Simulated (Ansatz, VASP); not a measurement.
**Ti16O31 (V_O hop (2.5 A)): VASP beside Ansatz**

Wanted: the spread between two codes on one cell, functional and k mesh. The Ansatz run is a path of several images between two structures; VASP solves its first image, and the two are compared there.

Main program and level: Ansatz 0.2.0; plane waves, with VASP 6.6.1 beside it; single point at PBEsol.

## Step 1: Starting point

The cell holds 47 atoms: 16 Ti and 31 O. Cell: a = 7.538 Å, b = 7.538 Å, c = 9.558 Å, α = 90.0°, β = 90.0°, γ = 90.0°. It derives from TiO2 (TiO2 (I4_1/amd)). Nearest the centre at fractional (0.375, 0.250, 0.375): O24 at 1.03 Å, Ti2 at 1.71 Å, Ti11 at 1.71 Å, O30 at 2.56 Å, O22 at 2.57 Å, O39 at 2.66 Å, O42 at 2.66 Å, O34 at 2.67 Å. The cell carries charge +2.

## Step 2: Ansatz: path of images, PBEsol

Ansatz runs on its default PAW (the set named soft_2) files.

A single point gives forces, pressure and levels at one fixed geometry, so differences don't come from the geometry; what else differs is listed under the comparison.

input.yaml

```yaml
crystal:
  lattice:
    - [7.53758642, 0.0, 0.0]
    - [0.0, 7.53758642, 0.0]
    - [0.0, 0.0, 9.55830747]
  atoms:
    - { symbol: Ti, position: [-0.00019379, -0.00353112, -0.00064808] }
    - { symbol: Ti, position: [0.22997392, 0.24968117, 0.51201983] }
    - { symbol: Ti, position: [0.01443956, 0.24930812, 0.24523031] }
    - { symbol: Ti, position: [0.25092499, -0.00446984, 0.75204599] }
    - { symbol: O, position: [9.812e-05, 0.25049658, 0.46203145] }
    - { symbol: O, position: [0.24989314, -0.00254508, 0.95710877] }
    - { symbol: O, position: [-0.00376985, 0.00334397, 0.21253853] }
    - { symbol: O, position: [0.24744035, 0.24939625, 0.71090962] }
    - { symbol: O, position: [0.00875019, 0.24966545, 0.0479218] }
    - { symbol: O, position: [0.26931348, 0.0044251, 0.54108042] }
    - { symbol: O, position: [0.00048731, 0.00077437, 0.79279517] }
    - { symbol: O, position: [0.26663542, 0.24923973, 0.30923397] }
    - { symbol: Ti, position: [-0.00068546, 0.50332247, -0.00026764] }
    - { symbol: Ti, position: [0.2519081, 0.74943441, 0.49819318] }
    - { symbol: Ti, position: [-0.00178459, 0.7494877, 0.25375474] }
    - { symbol: Ti, position: [0.25040906, 0.50292065, 0.75229673] }
    - { symbol: O, position: [-0.00083794, 0.74990014, 0.46061124] }
    - { symbol: O, position: [0.24961965, 0.50300821, 0.95710538] }
    - { symbol: O, position: [-0.00334725, 0.49583455, 0.21214304] }
    - { symbol: O, position: [0.24191202, 0.74924333, 0.70429285] }
    - { symbol: O, position: [0.00020123, 0.74991118, 0.04603762] }
    - { symbol: O, position: [0.26994314, 0.49473788, 0.5407771] }
    - { symbol: O, position: [0.0002371, 0.49717322, 0.79273813] }
    - { symbol: O, position: [0.24830661, 0.7490579, 0.29246979] }
    - { symbol: Ti, position: [0.50065508, -0.00790486, -0.00467097] }
    - { symbol: Ti, position: [0.76813443, 0.24997284, 0.50786176] }
    - { symbol: Ti, position: [0.49872203, 0.24990963, 0.2246189] }
    - { symbol: Ti, position: [0.75111827, -0.00276562, 0.75109722] }
    - { symbol: O, position: [0.7518267, 0.00189697, 0.9575112] }
    - { symbol: O, position: [0.49563143, -0.0018743, 0.20287923] }
    - { symbol: O, position: [0.74923004, 0.24936146, 0.71018775] }
    - { symbol: O, position: [0.50192964, 0.24980913, 0.03371191] }
    - { symbol: O, position: [0.73236906, 0.00361308, 0.54165787] }
    - { symbol: O, position: [0.50042438, -0.00645102, 0.79138324] }
    - { symbol: O, position: [0.71925933, 0.24930218, 0.31479976] }
    - { symbol: Ti, position: [0.5002067, 0.50751258, -0.00473725] }
    - { symbol: Ti, position: [0.74637694, 0.75011046, 0.49954901] }
    - { symbol: Ti, position: [0.49920012, 0.74976229, 0.24972456] }
    - { symbol: Ti, position: [0.75081957, 0.50108581, 0.75106965] }
    - { symbol: O, position: [0.49914999, 0.75046429, 0.45521968] }
    - { symbol: O, position: [0.75171357, 0.49850637, 0.95770135] }
    - { symbol: O, position: [0.49539868, 0.5010535, 0.20313603] }
    - { symbol: O, position: [0.7575797, 0.74945417, 0.70517712] }
    - { symbol: O, position: [0.50450027, 0.74971948, 0.03889312] }
    - { symbol: O, position: [0.73142595, 0.49563226, 0.54196525] }
    - { symbol: O, position: [0.500206, 0.50437691, 0.79160016] }
    - { symbol: O, position: [0.74897801, 0.74874571, 0.29257693] }
total_charge: 2
basis:
  ecutwfc: 420
  xc_grid: 2
hamiltonian:
  xc: pbesol
kpoints:
  mp_grid: { grid: [1, 1, 1], shift: [0.25, 0.25, 0.25] }
scf:
  occupations: { method: fixed }
  max_iter: 100
output:
  forces: true
neb:
  images: 3
  f_tol: 0.04
  climbing: true
  initial_path: idpp
  max_iterations: 45
  order_check: false
  final_atoms:
    - { symbol: Ti, position: [-1.678e-05, -0.00259672, -0.0013556] }
    - { symbol: Ti, position: [0.24993899, 0.24940307, 0.52517978] }
    - { symbol: Ti, position: [-0.01872742, 0.24896684, 0.24045324] }
    - { symbol: Ti, position: [0.25013549, -0.0086225, 0.75480131] }
    - { symbol: O, position: [0.01945387, 0.24987812, 0.4396764] }
    - { symbol: O, position: [0.24995673, -0.00539509, 0.95840407] }
    - { symbol: O, position: [0.02060813, 0.00404154, 0.20872067] }
    - { symbol: O, position: [0.25031937, 0.24940813, 0.71571087] }
    - { symbol: O, position: [-0.0009982, 0.24973061, 0.03974351] }
    - { symbol: O, position: [0.2490253, -0.00175169, 0.54662508] }
    - { symbol: O, position: [-0.00079066, -0.00164769, 0.79281976] }
    - { symbol: O, position: [0.47774101, 0.24994029, 0.43866687] }
    - { symbol: Ti, position: [-0.00054826, 0.5027593, -0.00165798] }
    - { symbol: Ti, position: [0.24945932, 0.74953508, 0.50002246] }
    - { symbol: Ti, position: [0.00305031, 0.74856517, 0.25126304] }
    - { symbol: Ti, position: [0.24994952, 0.50699286, 0.75476237] }
    - { symbol: O, position: [-0.00063033, 0.75036784, 0.45750522] }
    - { symbol: O, position: [0.24979367, 0.50560991, 0.95850097] }
    - { symbol: O, position: [0.01931053, 0.49494366, 0.20901452] }
    - { symbol: O, position: [0.25072104, 0.74936791, 0.71102838] }
    - { symbol: O, position: [-0.00849563, 0.74960499, 0.04552573] }
    - { symbol: O, position: [0.24885015, 0.50088356, 0.54671755] }
    - { symbol: O, position: [-0.00097882, 0.49963133, 0.79295073] }
    - { symbol: O, position: [0.2500747, 0.74841263, 0.29481782] }
    - { symbol: Ti, position: [0.50018486, -0.00241557, -0.00140778] }
    - { symbol: Ti, position: [0.75328225, 0.2501148, 0.50424986] }
    - { symbol: Ti, position: [0.51881907, 0.24902793, 0.24144639] }
    - { symbol: Ti, position: [0.75005615, -0.00436764, 0.75058255] }
    - { symbol: O, position: [0.74995667, 0.00219789, 0.95746008] }
    - { symbol: O, position: [0.4812006, 0.00379055, 0.20908813] }
    - { symbol: O, position: [0.75204811, 0.24947806, 0.70161753] }
    - { symbol: O, position: [0.49951444, 0.24959021, 0.04013874] }
    - { symbol: O, position: [0.74888621, 0.00296905, 0.53795499] }
    - { symbol: O, position: [0.50121475, -0.00098876, 0.79269221] }
    - { symbol: O, position: [0.75031789, 0.24834416, 0.2868715] }
    - { symbol: Ti, position: [0.49974048, 0.50235053, -0.00106781] }
    - { symbol: Ti, position: [0.74931681, 0.75029351, 0.4963904] }
    - { symbol: Ti, position: [0.49772384, 0.74936413, 0.25109129] }
    - { symbol: Ti, position: [0.74958624, 0.50233422, 0.75063948] }
    - { symbol: O, position: [0.50005484, 0.75008249, 0.4575849] }
    - { symbol: O, position: [0.74966587, 0.49789427, 0.9574259] }
    - { symbol: O, position: [0.4818398, 0.49509425, 0.20865802] }
    - { symbol: O, position: [0.75038906, 0.74933225, 0.70422369] }
    - { symbol: O, position: [0.50716293, 0.74984469, 0.04531811] }
    - { symbol: O, position: [0.74932765, 0.49620351, 0.53765602] }
    - { symbol: O, position: [0.50100762, 0.49894318, 0.79262434] }
    - { symbol: O, position: [0.75009306, 0.74922927, 0.28938372] }
```

Started as:

```console
$ ansatz run input.yaml --threads 32 --pin off --max-ram 84787MiB --backend cuda --events-out ev --progress --plain --runs-dir out --max-vram 78GiB
```

Numbers of over 12 decimals in the logs are rounded to 6 here.

The program printed:

```text
Warning: neb: disabling space-group detection — the band's intermediate images generally break the endpoint symmetry, so the full k-mesh is solved, and no spatial operation symmetrises the density, except that a semilocal band can use its path's symmetry ahead of convergence
Engine: ansatz 0.2.0, aarch64-unknown-linux-gnu
Pseudopotentials: kind: paw
Pseudopotential: Ti, paw, valence charge 12, recommended cutoff 420 eV (normal), Ti.paw.azcp
Pseudopotential: O, paw, valence charge 6, recommended cutoff 420 eV (normal), O.paw.azcp
Functional definition: PBEsol
  exchange = pbesol_x
  correlation = pbesol_c
parallel-image band execution: 3 concurrent image workers
NEB image 0
[...]
Crystal: 47 atoms, lattice volume = 543.057 Å³
Basis set: ecut = 420 eV, 10615 PW (Γ), exchange–correlation on 108×108×128 points (8 copies of the dense FFT grid, shifted against one another)
Bands: 235, of which v1, the nominal top of the filled ones, is band 188 counted from 1 (187 counted from 0)
Symmetry: 1 space group operations
k-points: 1
Non-local potential: Ti, projectors of the file, l = 0: 3, l = 1: 2, l = 2: 3, l = 3: 1
Non-local potential: O, projectors of the file, l = 0: 2, l = 1: 2, l = 2: 1
PAW form: soft (Blöchl's): semilocal exchange-correlation on the pseudo side does not see the compensation charge
PAW frozen core: Ti, regenerated for the run's functional, and the local potential with it (the file was generated under x = pbe(κ = 0.804, μ = 0.219515), c = pbe(β = 0.066725))
PAW frozen core: O, regenerated for the run's functional, and the local potential with it (the file was generated under x = pbe(κ = 0.804, μ = 0.219515), c = pbe(β = 0.066725))
PAW one-centre angular grid: Ti, 590 points (default); XC on 64 Gauss nodes
PAW one-centre angular grid: O, 110 points (default); XC on 64 Gauss nodes
Initial density: superposition of atomic densities (neutral atoms scaled as one to the charged cell's electrons: chi_scale 0, normalization atom), corrected by the library's trained network
Initial wavefunctions: pseudopotential atomic-orbital guess
[...]
Functional: x = pbesol(κ = 0.804, μ = 0.123457), c = pbesol(β = 0.046)
SCF iter   1: F=—  HF=-57054.081094 eV  |F-HF|=—  |Δ(HF+E_count)|=         —  Δρ=1.54e-2  dr2=1.48e0  ethr=1.77e-3  ⟨swp⟩=3.0  Hψ=717  notcnv=0  defer=42
preconditioner: auto → Resta (q_TF=auto, 2.566 Å⁻¹)  ε∞=8.0  [insulator: Δε(μ)=2.617 eV  Ē_g=9.490 eV  n_scr=138 (ndim 8)  ℏωp=25.1 eV  f_vac=0.108  ε∞_Penn≈8.0]
SCF iter   2: F=—  HF=-57053.893495 eV  |F-HF|=—  |Δ(HF+E_count)|=   1.88e-1  Δρ=8.55e-3  dr2=3.54e-1  ethr=3.93e-4  ⟨swp⟩=2.0  Hψ=349  notcnv=0  defer=42
[...]
SCF iter  13: F=-57053.847015 eV  HF=-57053.847015 eV  |F-HF|=1.28e-8  |Δ(HF+E_count)|=   5.34e-8  Δρ=1.86e-6  dr2=2.72e-8  ethr=2.66e-11  ⟨swp⟩=4.0  Hψ=693  notcnv=0
SCF 1 converged in 13 iterations: F = -57053.847015 eV  dr2 = 2.72e-8
  greatest PAW one-centre occupation: 0.999 electrons in one spin orbital (limit 2), on the Ti atom at site 14 (counted from 0), in its partial waves of l = 0
[...]
NSCF: frozen V_eff on 1 k-points
NEB image 4
[...]
preconditioner: auto → Resta (q_TF=auto, 2.566 Å⁻¹)  ε∞=8.0  [insulator: Δε(μ)=2.601 eV  Ē_g=9.481 eV  n_scr=138 (ndim 8)  ℏωp=25.1 eV  f_vac=0.108  ε∞_Penn≈8.0]
[...]
SCF 2 converged in 13 iterations: F = -57053.845733 eV  dr2 = 2.73e-8
  greatest PAW one-centre occupation: 0.999 electrons in one spin orbital (limit 2), on the Ti atom at site 36 (counted from 0), in its partial waves of l = 0
[...]
NSCF: frozen V_eff on 1 k-points
NEB end point (image 0): max|allowed force component| = 1.362e-2 eV/Å (the criterion of neb.relax_end_points is 1.000e-2)
NEB end point (image 4): max|allowed force component| = 1.654e-2 eV/Å (the criterion of neb.relax_end_points is 1.000e-2)
NEB image 1
[...]
SCF 3 converged in 13 iterations: F = -57053.298807 eV  dr2 = 1.95e-8
[...]
NEB image 2
[...]
SCF 4 converged in 13 iterations: F = -57052.967857 eV  dr2 = 1.27e-8
NEB image 3
[...]
SCF 5 converged in 13 iterations: F = -57053.360337 eV  dr2 = 1.55e-8
NEB iter   1: max|band force component| = 2.093e0 eV/Å  barrier→ = 0.8792 eV  barrier← = 0.8779 eV  Δτ_max = 0.0937 Å  (65 SCF iters)
NEB image 1
[...]
SCF 6 converged in 10 iterations: F = -57053.560038 eV  dr2 = 5.92e-8
[...]
SCF 8 converged in 10 iterations: F = -57053.619215 eV  dr2 = 5.04e-8
[...]
SCF 10 converged in 12 iterations: F = -57053.612650 eV  dr2 = 4.29e-8
[...]
SCF 12 converged in 9 iterations: F = -57053.795597 eV  dr2 = 8.69e-8
[...]
SCF 14 converged in 9 iterations: F = -57053.776362 eV  dr2 = 7.45e-8
[...]
SCF 16 converged in 9 iterations: F = -57053.708171 eV  dr2 = 4.11e-8
[...]
SCF 18 converged in 8 iterations: F = -57053.822028 eV  dr2 = 7.34e-8
[...]
SCF 20 converged in 8 iterations: F = -57053.794799 eV  dr2 = 6.97e-8
[...]
SCF 22 converged in 9 iterations: F = -57053.725474 eV  dr2 = 7.27e-8
[...]
SCF 24 converged in 8 iterations: F = -57053.824424 eV  dr2 = 4.82e-8
[...]
SCF 26 converged in 8 iterations: F = -57053.803374 eV  dr2 = 3.24e-8
[...]
SCF 28 converged in 8 iterations: F = -57053.727075 eV  dr2 = 5.19e-8
[...]
SCF 30 converged in 7 iterations: F = -57053.727378 eV  dr2 = 9.45e-8
[...]
SCF 32 converged in 6 iterations: F = -57053.727498 eV  dr2 = 3.51e-8
[...]
SCF converged after 6 iterations
[...]
this run last wrote the band of iteration 11 to <dir>; this run last wrote the band within `neb.f_tol` of iteration 9 to <dir>
--- NEB band (5 images, 11 band iterations, 310 SCF iterations) ---
  forward barrier  = 0.119518 eV
  backward barrier = 0.118236 eV
  climbing image's point = of an order that was not read
  energies are F+E_penalty+E_count in eV, relative to image 0
  image     s (Å)  Δ vs image 0  max|band force component| (eV/Å)
      0    0.0000      0.000000                                 —
      1    0.6936      0.024536                          1.392e-2
  *   2    1.3873      0.119518                          1.019e-2
      3    1.9939      0.038810                          2.714e-2
      4    2.6005      0.001282                                 —
  climbing-image geometry (image 2):
  cell:  # Å, volume = 543.0572 Å³
    - [7.53758642, 0.0, 0.0]
    - [0.0, 7.53758642, 0.0]
    - [0.0, 0.0, 9.55830747]
  atoms:
    - { symbol: Ti, position: [0.000616132, -0.00505234, -0.00150374] }
    - { symbol: Ti, position: [0.231335, 0.249449, 0.522844] }
    - { symbol: Ti, position: [-0.029240, 0.248523, 0.236487] }
    - { symbol: Ti, position: [0.250170, -0.00617915, 0.754848] }
    - { symbol: O, position: [0.00709276, 0.250504, 0.447023] }
    - { symbol: O, position: [0.247909, 0.000132284, 0.960038] }
    - { symbol: O, position: [0.017602, 0.0062198, 0.211205] }
    - { symbol: O, position: [0.254895, 0.249470, 0.719030] }
    - { symbol: O, position: [-0.020879, 0.249681, 0.040748] }
    - { symbol: O, position: [0.242723, -0.00176459, 0.549530] }
    - { symbol: O, position: [0.000187046, -0.00612487, 0.793885] }
    - { symbol: O, position: [0.374851, 0.249652, 0.375017] }
    - { symbol: Ti, position: [0.000170561, 0.505072, -0.00171038] }
    - { symbol: Ti, position: [0.248947, 0.749488, 0.502684] }
    - { symbol: Ti, position: [0.0056476, 0.747850, 0.254206] }
    - { symbol: Ti, position: [0.249845, 0.504224, 0.754729] }
    - { symbol: O, position: [-0.00158621, 0.748976, 0.459049] }
    - { symbol: O, position: [0.247762, 0.499230, 0.959950] }
    - { symbol: O, position: [0.017012, 0.493024, 0.211225] }
    - { symbol: O, position: [0.257304, 0.749346, 0.711871] }
    - { symbol: O, position: [-0.00548851, 0.749607, 0.047972] }
    - { symbol: O, position: [0.243022, 0.500800, 0.549385] }
    - { symbol: O, position: [-8.792317790045146e-5, 0.505096, 0.793768] }
    - { symbol: O, position: [0.251700, 0.749803, 0.293978] }
    - { symbol: Ti, position: [0.500162, -0.0051418, -0.00464031] }
    - { symbol: Ti, position: [0.778963, 0.250635, 0.513695] }
    - { symbol: Ti, position: [0.518446, 0.249602, 0.227273] }
    - { symbol: Ti, position: [0.749873, -0.00604505, 0.751878] }
    - { symbol: O, position: [0.750066, -0.00632543, 0.956340] }
    - { symbol: O, position: [0.506504, -0.00162102, 0.200777] }
    - { symbol: O, position: [0.770545, 0.249374, 0.709425] }
    - { symbol: O, position: [0.495483, 0.249591, 0.031026] }
    - { symbol: O, position: [0.732748, 0.00609665, 0.538904] }
    - { symbol: O, position: [0.502173, -0.000373663, 0.790213] }
    - { symbol: O, position: [0.742607, 0.248597, 0.303129] }
    - { symbol: Ti, position: [0.499837, 0.505264, -0.00472372] }
    - { symbol: Ti, position: [0.744083, 0.751344, 0.495887] }
    - { symbol: Ti, position: [0.500732, 0.749606, 0.247451] }
    - { symbol: Ti, position: [0.749415, 0.504166, 0.751661] }
    - { symbol: O, position: [0.498023, 0.749282, 0.456150] }
    - { symbol: O, position: [0.749784, 0.505475, 0.956217] }
    - { symbol: O, position: [0.507024, 0.500862, 0.200544] }
    - { symbol: O, position: [0.755629, 0.749464, 0.702129] }
    - { symbol: O, position: [0.492509, 0.749762, 0.038259] }
    - { symbol: O, position: [0.732161, 0.492914, 0.538936] }
    - { symbol: O, position: [0.502024, 0.499185, 0.790099] }
    - { symbol: O, position: [0.751359, 0.750182, 0.291039] }
```

In the SCF lines HF is the Harris–Foulkes energy and dr2 the Hartree energy of the density residual, in eV; the loop may stop once dr2 is under the threshold and the program's other checks hold. Hψ counts applications of the Hamiltonian.

(Continued in part 2 of 4.)

[Lines on the potential files, build, host, timing and source positions are cut from VASP's logs without a mark.]

[Logs are printed without paths, hosts, clocks, repeated set-up lines and the standing remarks that a program may print on its own settings, such as how far it seeks lower states.]

[Hosts, paths, dates, database ids (printed as entryN), source tags and the programs' standing remarks are cut or masked in the printed files.]
